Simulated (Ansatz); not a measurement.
# KI: the cost of one run

Method: DFT PBE, scalar-relativistic, plane waves, PAW, in Ansatz 0.2.0.

**1. The system as given**

The structure is cubic, space group Fm-3m (No. 225). The conventional cell has a = 7.049 Å, b = 7.049 Å, c = 7.049 Å, α = 90.00°, β = 90.00°, γ = 90.00°. K (site symmetry m-3m) is surrounded by 6 I at 3.52 Å. I (site symmetry m-3m) is surrounded by 6 K at 3.52 Å.

Structure file:

```
CELL_PARAMETERS angstrom
0.00000 3.52455 3.52455
3.52455 0.00000 3.52455
3.52455 3.52455 0.00000
ATOMIC_POSITIONS crystal
K 0.00000 0.00000 0.00000
I 0.50000 0.50000 0.50000
```

No relaxation comes first: the listed cell is the starting point.

**2. Zero of energy**

The reference gives a free energy of -9053.6875 eV, pressure 0.68 GPa, largest force 0.000 eV/Å and gap on the mesh 3.98 eV. It was computed beforehand with the settings of the runs below.

**3. Setting up energy and stress against strain**

The cell is strained by ε times the Voigt pattern (0, 1, 0, 0, 0, 0) (xx, yy, zz, yz, xz, xy; engineering shear), with fractional coordinates fixed (clamped ions). The stress on the pattern is the sum of the stress components weighted by it, tension positive.

**4. At ε = -0.0400**

The input, input.yaml:

```yaml
crystal:
  lattice:
    - [0.0, 3.383568, 3.52455]
    - [3.52455, 0.0, 3.52455]
    - [3.52455, 3.383568, 0.0]
  atoms:
    - { symbol: K, position: [0.0, 0.0, 0.0] }
    - { symbol: I, position: [0.5, 0.5, 0.5] }
basis:
  ecutwfc: 420
kpoints:
  mp_grid: { grid: [6, 6, 6] }
hamiltonian:
  xc: pbe
scf:
  occupations: { method: gaussian, width: 0.05 }
output:
  forces: true
  stress: true
  eigenvalues: true
```

Run with:

```bash
$ ansatz run input.yaml --threads 1 --pin off --max-ram 2560MiB --backend cpu --events-out ev --progress --plain --runs-dir out
```

Q: Estimate wall time and peak memory on 1 thread of Arm Neoverse V1, shared host.

About 2.8 s, with a peak of 0.35 GiB.
